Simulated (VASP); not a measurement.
# MgO (Periclase) (Fm-3m) in VASP: notebook

The runs below take MgO (Periclase) through band structure, with LDA, r2SCAN, TB-mBJ.

Everything below comes from runs of VASP 6.6.1. Logs are shortened: lines on timing, memory, paths and dates and some standing lists are left out, and cuts for length are marked.

**The experiment to reproduce.**

“Electronic structure of alkaline earth and post-transition metal oxides”, 2009, arxiv:0908.1581 quotes, for a bulk crystal of MgO: band gap 7.83 eV.

The results are compared with them further down.

**1. The structure**

The structure is cubic, space group Fm-3m (No. 225). Conventional cell: a = 4.208 Å, b = 4.208 Å, c = 4.208 Å, α = 90.00°, β = 90.00°, γ = 90.00°. Around Mg (site symmetry m-3m) lie 6 O at 2.10 Å. O (site symmetry m-3m) has 6 Mg at 2.10 Å as nearest neighbours.

**2. Band structure, LDA**

Input file INCAR:

```
SYSTEM = MgO
PREC = Accurate
ENCUT = 520
EDIFF = 1E-6
ISMEAR = 0
SIGMA = 0.03
LREAL = .FALSE.
LASPH = .TRUE.
NELM = 80
ALGO = Normal
ISIF = 2
LWAVE = .FALSE.
LCHARG = .FALSE.
NBANDS = 11
```

Input file KPOINTS:

```
regular mesh
0
G
  12 12 12
  0 0 0
```

Input file POSCAR:

```
MgO                                     
1.0
    0.0000000000      2.1039232588      2.1039232588
    2.1039232588      0.0000000000      2.1039232588
    2.1039232588      2.1039232588      0.0000000000
  Mg              O             
     1     1
Direct
     0.0000000000000000    0.0000000000000000    0.0000000000000000
     0.5000000000000000    0.5000000000000000    0.5000000000000000
```

Input file KPOINTS_OPT:

```
explicit points
302
Reciprocal
 0.0000000000  0.0000000000  0.0000000000 1
 0.0263157895  0.0000000000  0.0263157895 1
 0.0526315789  0.0000000000  0.0526315789 1
 0.0789473684  0.0000000000  0.0789473684 1
 0.1052631579  0.0000000000  0.1052631579 1
 0.1315789474  0.0000000000  0.1315789474 1
[... 294 lines left out ...]
 0.4916948600  0.0083051400  0.5000000000 1
 0.5083051400 -0.0083051400  0.5000000000 1
```

Potentials or basis: VASP PAW LDA potentials, release 64 (Mg, O).

Run with:

```sh
$ cat potpaw_LDA.64/Mg/POTCAR potpaw_LDA.64/O/POTCAR > POTCAR
$ mpirun -np 1 vasp_std > vasp.out
```

OUTCAR:

```text
SYSTEM = MgO
   PREC = Accurate
   ENCUT = 520
   EDIFF = 1E-6
   ISMEAR = 0
   LREAL = .FALSE.
   LASPH = .TRUE.
   NELM = 80
   ISIF = 2

 ion  position               nearest neighbor table
   1  0.000  0.000  0.000-   2 2.10   2 2.10   2 2.10   2 2.10   2 2.10   2 2.10
   2  0.500  0.500  0.500-   1 2.10   1 2.10   1 2.10   1 2.10   1 2.10   1 2.10

  LATTYP: Found a face centered cubic cell.
 ALAT       =     4.2078465176

  Lattice vectors:

 A1 = (   0.0000000000,   2.1039232588,   2.1039232588)
 A2 = (   2.1039232588,   0.0000000000,   2.1039232588)
 A3 = (   2.1039232588,   2.1039232588,   0.0000000000)

Analysis of symmetry for initial positions (statically):
=====================================================================
 Subroutine PRICEL returns:
 Original cell was already a primitive cell.

 Routine SETGRP: Setting up the symmetry group for a
 face centered cubic supercell.

 Subroutine GETGRP returns: Found 48 space group operations
 (whereof 48 operations were pure point group operations)
 out of a pool of 48 trial point group operations.

The static configuration has the point symmetry O_h .

Analysis of symmetry for dynamics (positions and initial velocities):
=====================================================================
 Subroutine PRICEL returns:
 Original cell was already a primitive cell.

 Routine SETGRP: Setting up the symmetry group for a
 face centered cubic supercell.

 Subroutine GETGRP returns: Found 48 space group operations
 (whereof 48 operations were pure point group operations)
 out of a pool of 48 trial point group operations.

The dynamic configuration has the point symmetry O_h .

 Subroutine INISYM returns: Found 48 space group operations
 (whereof 48 operations are pure point group operations),
 and found     1 'primitive' translations

----------------------------------------------------------------------------------------

                                     Primitive cell

  volume of cell :      18.6260

  direct lattice vectors                    reciprocal lattice vectors
     0.000000000  2.103923259  2.103923259    -0.237651254  0.237651254  0.237651254
     2.103923259  0.000000000  2.103923259     0.237651254 -0.237651254  0.237651254
     2.103923259  2.103923259  0.000000000     0.237651254  0.237651254 -0.237651254

  length of vectors
     2.975396807  2.975396807  2.975396807     0.411624046  0.411624046  0.411624046

  position of ions in fractional coordinates (direct lattice)
     0.000000000  0.000000000  0.000000000
     0.500000000  0.500000000  0.500000000

  ion indices of the primitive-cell ions
   primitive index   ion index
                 1           1
                 2           2

----------------------------------------------------------------------------------------

 KPOINTS: regular mesh

Automatic generation of k-mesh.
 Grid dimensions read from file:
 generate k-points for:   12   12   12

 Generating k-lattice:

  Cartesian coordinates                     Fractional coordinates (reciprocal lattice)
    -0.019804271  0.019804271  0.019804271     0.083333333  0.000000000  0.000000000
     0.019804271 -0.019804271  0.019804271     0.000000000  0.083333333  0.000000000
     0.019804271  0.019804271 -0.019804271     0.000000000  0.000000000  0.083333333

  Length of vectors
     0.034302004  0.034302004  0.034302004

  Shift w.r.t. Gamma in fractional coordinates (k-lattice)
     0.000000000  0.000000000  0.000000000

 Subroutine IBZKPT returns following result:
 ===========================================

 Found     72 irreducible k-points:

 Following reciprocal coordinates:
            Coordinates               Weight
  0.000000  0.000000  0.000000      1.000000
  0.083333  0.000000  0.000000      8.000000
  0.166667  0.000000  0.000000      8.000000
  0.250000  0.000000  0.000000      8.000000
  0.333333  0.000000  0.000000      8.000000
  0.416667  0.000000  0.000000      8.000000
[... 16 lines left out ...]
  0.500000  0.166667  0.000000     24.000000
 -0.416667  0.166667  0.000000     24.000000
 [... further k-points ...]
   k-points           NKPTS =     72   k-points in BZ     NKDIM =     72   number of bands    NBANDS=     11
   number of dos      NEDOS =    301   number of ions     NIONS =      2
   total plane-waves  NPLWV =  13824
   dimension x,y,z NGX =    24 NGY =   24 NGZ =   24
   dimension x,y,z NGXF=    48 NGYF=   48 NGZF=   48
   ions per type =               1   1
   NGX,Y,Z   is equivalent  to a cutoff of  13.41, 13.41, 13.41 a.u.
   NGXF,Y,Z  is equivalent  to a cutoff of  26.82, 26.82, 26.82 a.u.
 SYSTEM =  MgO
   PREC   = accura    normal or accurate (medium, high low for compatibility)
   ISTART =      0    job   : 0-new  1-cont  2-samecut
   ICHARG =      2    charge: 1-file 2-atom 10-const
   ISPIN  =      1    spin polarized calculation?
   LNONCOLLINEAR =      F non collinear calculations
   LSORBIT =      F    spin-orbit coupling
   LASPH  =      T    aspherical Exc in radial PAW
   ENCUT  =  520.0 eV  38.22 Ry    6.18 a.u.   5.53  5.53  5.53*2*pi/ulx,y,z
   NELM   =     80;   NELMIN=  2; NELMDL= -5     # of ELM steps
   EDIFF  = 0.1E-05   stopping-criterion for ELM
   LREAL  =      F    real-space projection
[... 7 lines left out ...]
   TEBEG  =    0.0;   TEEND  =   0.0 temperature during run
   PSTRESS=    0.0 pullay stress
   NELECT =       8.0000    total number of electrons
   NUPDOWN=      -1.0000    fix difference up-down
   EMIN   =  10.00;   EMAX   =-10.00  energy-range for DOS
   EFERMI =   0.00;   METHOD = LEGACY
   ISMEAR =     0;   SIGMA  =   0.03  broadening in eV -4-tet -1-fermi 0-gaus
   EFERMI_NEDOS =   21; number of points for ismear=-14 and -15
   IALGO  =     38    algorithm
   IMIX   =      4    mixing-type and parameters
     AMIX     =   0.40;   BMIX     =  1.00
     AMIX_MAG =   1.60;   BMIX_MAG =  1.00
  volume/ion in A,a.u.               =       9.31        62.85
  Fermi-wavevector in a.u.,A,eV,Ry     =   1.235184  2.334159 20.758125  1.525679
  Thomas-Fermi vector in A             =   2.369844
   LORBIT       =      0    0 simple, 1 ext, 2 COOP (PROOUT), +10 PAW based schemes
   GGA     = CA    functional components
   LHFCALC =     F    Hartree Fock is set to
   AEXX    =    0.0000 exact exchange contribution
   IVDW    =     0    specifies the selected vdW correction
   LEPSILON=     F    determine dielectric tensor
   LRPA    =     F    only Hartree local field effects (RPA)
 non-spin polarized calculation
 Gauss-broadening in eV      SIGMA  =   0.03
  energy-cutoff  :      520.00
  volume of cell :       18.63
 maximum number of plane-waves:       531
 NGX is ok and might be reduce to    24
   NGX = 11   NGY = 11   NGZ = 11

 number of electron       8.0000005 magnetization

 Free energy of the ion-electron system (eV)
  ---------------------------------------------------
  ext. energy  EPLUGINS =         0.00000000
  ---------------------------------------------------
  free energy    TOTEN  =       -13.42738171 eV

  energy without entropy =      -13.42738171  energy(sigma->0) =      -13.42738171

 E-fermi :   3.1349     XC(G=0): -11.6064

 val. band max:        2.9033648583   @ k =   0.0000   0.0000   0.0000
 cond. band min:       7.5892072292   @ k =   0.0000   0.0000   0.0000
 fundamental gap:      4.6858423709
 Fermi energy:         3.1348615851

 k-point     1 :       0.0000    0.0000    0.0000
  band No.  band energies     occupation
      1     -14.1148      2.00000
      2       2.9034      2.00000
      3       2.9034      2.00000
      4       2.9034      2.00000
      5       7.5892      0.00000
      6      18.4451      0.00000
      7      18.4451      0.00000
      8      18.4451      0.00000
      9      22.4774      0.00000
     10      24.1244      0.00000
     11      24.1244      0.00000

 k-point     2 :       0.0833    0.0000    0.0000
  band No.  band energies     occupation
      1     -14.0374      2.00000
      2       2.4262      2.00000
      3       2.8546      2.00000
      4       2.8546      2.00000
      5       8.0419      0.00000
      6      17.5052      0.00000
      7      18.6158      0.00000
      8      18.6158      0.00000
      9      23.5457      0.00000
     10      23.5457      0.00000
     11      23.7280      0.00000

 k-point     3 :       0.1667    0.0000    0.0000
  band No.  band energies     occupation
      1     -13.8179      2.00000
      2       1.3729      2.00000
      3       2.7245      2.00000
      4       2.7245      2.00000
      5       8.9959      0.00000
      6      16.1509      0.00000
      7      19.0165      0.00000
      8      19.0165      0.00000
      9      22.8118      0.00000
     10      22.8118      0.00000
     11      24.9302      0.00000

 k-point     4 :       0.2500    0.0000    0.0000
  band No.  band energies     occupation
      1     -13.4969      2.00000
      2       0.2022      2.00000
      3       2.5540      2.00000
      4       2.5540      2.00000
      5       9.9089      0.00000
      6      15.2744      0.00000
      7      19.2899      0.00000
      8      19.2899      0.00000
      9      22.7417      0.00000
     10      22.7417      0.00000
     11      24.5953      0.00000
[... 239 lines left out ...]
 k-point    22 :       0.4167    0.1667    0.0000
  band No.  band energies     occupation
      1     -12.8962      2.00000
      2      -0.9276      2.00000
      3       1.6944      2.00000
      4       2.0670      2.00000
      5      11.5815      0.00000
      6      14.4600      0.00000
      7      17.2464      0.00000
      8      19.7488      0.00000
      9      21.8345      0.00000
     10      25.8900      0.00000
     11      27.1532      0.00000

 k-point    23 :       0.5000    0.1667    0.0000
  band No.  band energies     occupation
      1     -12.6952      2.00000
      2      -1.3512      2.00000
      3       1.4292      2.00000
      4       2.0430      2.00000
      5      11.7488      0.00000
      6      14.9291      0.00000
      7      16.8803      0.00000
      8      19.6056      0.00000
      9      22.5973      0.00000
     10      25.9787      0.00000
     11      26.9189      0.00000

 k-point    24 :      -0.4167    0.1667    0.0000
  band No.  band energies     occupation
      1     -12.6638      2.00000
      2      -1.3992      2.00000
      3       1.2880      2.00000
      4       2.1030      2.00000
      5      11.8086      0.00000
      6      15.0880      0.00000
      7      16.8281      0.00000
      8      19.5592      0.00000
      9      23.3167      0.00000
     10      24.9783      0.00000
     11      26.7756      0.00000

 [... further k-points ...]

------------------------ aborting loop because EDIFF is reached ----------------------------------------

  FORCE on cell =-STRESS in cart. coord.  units (eV):
  Direction    XX          YY          ZZ          XY          YZ          ZX
  --------------------------------------------------------------------------------------
  -------------------------------------------------------------------------------------
  Total       -0.8454220     -0.8454220     -0.8454220      0.0000000      0.0000000     -0.0000000
  in kB      -72.7217743    -72.7217743    -72.7217743      0.0000000      0.0000000     -0.0000000
  external PRESSURE =     -72.7217743 kB  Pullay stress =       0.0000000 kB

 VOLUME and BASIS-vectors are now :
 -----------------------------------------------------------------------------
  energy-cutoff  :      520.00
  volume of cell :       18.63
      direct lattice vectors                 reciprocal lattice vectors
     0.000000000  2.103923259  2.103923259    -0.237651254  0.237651254  0.237651254
     2.103923259  0.000000000  2.103923259     0.237651254 -0.237651254  0.237651254
     2.103923259  2.103923259  0.000000000     0.237651254  0.237651254 -0.237651254

 POSITION                                       TOTAL-FORCE (eV/Angst)
 -----------------------------------------------------------------------------------
      0.00000      0.00000      0.00000         0.000000      0.000000      0.000000
      2.10392      2.10392      2.10392         0.000000      0.000000      0.000000
 -----------------------------------------------------------------------------------
    total drift:                               -0.000000     -0.000000      0.000000

  FREE ENERGIE OF THE ION-ELECTRON SYSTEM (eV)
  ---------------------------------------------------
  free  energy   TOTEN  =       -13.4273817069 eV

  energy  without entropy=      -13.4273817069  energy(sigma->0) =      -13.42738171
```

Wall time 11 s (1 thread of Intel Xeon 6975P-C (Granite Rapids), shared host); peak memory 0.14 GiB.

What came out:

| Property | Result |
| --- | --- |
| Free energy | -13.4274 eV |
| Pressure | -7.3 GPa |
| Band gap on the k mesh | 4.69 eV, direct |
| Band gap along the path | 4.69 eV, direct |

Levels at the corners of the path, in eV from the valence-band top:
| point | band 1 | band 2 | band 3 | band 4 | band 5 | band 6 | band 7 | band 8 | band 9 |
| --- | --- | --- | --- | --- | --- | --- | --- | --- | --- |
| Γ | -17.02 | 0.00 | 0.00 | 0.00 | 4.69 | 15.54 | 15.54 | 15.54 | 19.57 |
| X | -15.38 | -4.17 | -1.38 | -1.38 | 8.89 | 9.73 | 12.93 | 18.68 | 18.68 |
| X | -15.38 | -4.17 | -1.38 | -1.38 | 8.89 | 9.73 | 12.93 | 18.68 | 18.68 |
| W | -15.33 | -3.02 | -3.02 | -1.81 | 11.47 | 11.47 | 11.92 | 15.29 | 21.66 |
| W | -15.33 | -3.02 | -3.02 | -1.81 | 11.47 | 11.47 | 11.92 | 15.29 | 21.66 |
| K | -15.37 | -3.57 | -2.77 | -1.17 | 9.89 | 11.54 | 12.36 | 17.83 | 18.05 |
| K | -15.37 | -3.57 | -2.77 | -1.17 | 9.89 | 11.54 | 12.36 | 17.83 | 18.05 |
| Γ | -17.02 | 0.00 | 0.00 | 0.00 | 4.69 | 15.54 | 15.54 | 15.54 | 19.57 |
| Γ | -17.02 | 0.00 | 0.00 | 0.00 | 4.69 | 15.54 | 15.54 | 15.54 | 19.57 |
| L | -15.66 | -4.71 | -0.67 | -0.67 | 7.75 | 12.43 | 16.03 | 16.03 | 20.60 |
| L | -15.66 | -4.71 | -0.67 | -0.67 | 7.75 | 12.43 | 16.03 | 16.03 | 20.60 |
| U | -15.37 | -3.57 | -2.77 | -1.17 | 9.89 | 11.54 | 12.36 | 17.83 | 18.05 |
| U | -15.37 | -3.57 | -2.77 | -1.17 | 9.89 | 11.54 | 12.36 | 17.83 | 18.05 |
| W | -15.33 | -3.02 | -3.02 | -1.81 | 11.47 | 11.47 | 11.92 | 15.29 | 21.66 |
| W | -15.33 | -3.02 | -3.02 | -1.81 | 11.47 | 11.47 | 11.92 | 15.29 | 21.66 |
| L | -15.66 | -4.71 | -0.67 | -0.67 | 7.75 | 12.43 | 16.03 | 16.03 | 20.60 |
| L | -15.66 | -4.71 | -0.67 | -0.67 | 7.75 | 12.43 | 16.03 | 16.03 | 20.60 |
| K | -15.37 | -3.57 | -2.77 | -1.17 | 9.89 | 11.54 | 12.36 | 17.83 | 18.05 |
| U | -15.37 | -3.57 | -2.77 | -1.17 | 9.89 | 11.54 | 12.36 | 17.83 | 18.05 |
| X | -15.38 | -4.17 | -1.38 | -1.38 | 8.89 | 9.73 | 12.93 | 18.68 | 18.68 |

**3. Band structure, r2SCAN**

INCAR, as its differences from that of step 2:

```diff
@@ -13,2 +13,4 @@
 LCHARG = .FALSE.
+METAGGA = R2SCAN
+LMIXTAU = .TRUE.
 NBANDS = 11
```

KPOINTS is that of step 2.

POSCAR is that of step 2.

KPOINTS_OPT is that of step 2.

Potentials or basis: VASP PAW PBE potentials, release 64 (Mg, O).

Run with:

```sh
$ cat potpaw_PBE.64/Mg/POTCAR potpaw_PBE.64/O/POTCAR > POTCAR
$ mpirun -np 1 vasp_std > vasp.out
```

Wall time 53 s (1 thread of Intel Xeon 6975P-C (Granite Rapids), shared host); peak memory 0.16 GiB.

The run converged. Its results:

| Item | Value |
| --- | --- |
| Free energy | -16.1608 eV |
| Pressure | -1.6 GPa |
| Band gap on the k mesh | 5.63 eV, direct |
| Band gap along the path | 5.63 eV, direct |

Levels at the corners of the path, in eV from the valence-band top:
```
point  band 1  band 2  band 3  band 4  band 5  band 6  band 7  band 8  band 9
    Γ  -18.22    0.00    0.00    0.00    5.63   16.85   16.85   16.85   21.01
    X  -16.71   -4.11   -1.38   -1.38   10.04   11.09   14.32   20.42   20.42
    X  -16.71   -4.11   -1.38   -1.38   10.04   11.09   14.32   20.42   20.42
    W  -16.66   -2.97   -2.97   -1.78   12.72   12.72   13.39   16.69   23.37
    W  -16.66   -2.97   -2.97   -1.78   12.72   12.72   13.39   16.69   23.37
    K  -16.69   -3.52   -2.72   -1.17   11.07   12.96   13.69   19.47   19.56
    K  -16.69   -3.52   -2.72   -1.17   11.07   12.96   13.69   19.47   19.56
    Γ  -18.22    0.00    0.00    0.00    5.63   16.85   16.85   16.85   21.01
    Γ  -18.22    0.00    0.00    0.00    5.63   16.85   16.85   16.85   21.01
    L  -16.96   -4.62   -0.68   -0.68    8.82   13.84   17.45   17.45   22.42
    L  -16.96   -4.62   -0.68   -0.68    8.82   13.84   17.45   17.45   22.42
    U  -16.69   -3.52   -2.72   -1.17   11.07   12.96   13.69   19.47   19.56
    U  -16.69   -3.52   -2.72   -1.17   11.07   12.96   13.69   19.47   19.56
    W  -16.66   -2.97   -2.97   -1.78   12.72   12.72   13.39   16.69   23.37
    W  -16.66   -2.97   -2.97   -1.78   12.72   12.72   13.39   16.69   23.37
    L  -16.96   -4.62   -0.68   -0.68    8.82   13.84   17.45   17.45   22.42
    L  -16.96   -4.62   -0.68   -0.68    8.82   13.84   17.45   17.45   22.42
    K  -16.69   -3.52   -2.72   -1.17   11.07   12.96   13.69   19.47   19.56
    U  -16.69   -3.52   -2.72   -1.17   11.07   12.96   13.69   19.47   19.56
    X  -16.71   -4.11   -1.38   -1.38   10.04   11.09   14.32   20.42   20.42
```

Caveat: the PAW data sets were made with another functional, which shifts forces and pressure a little.

(Part 1 of 2 ends here.)
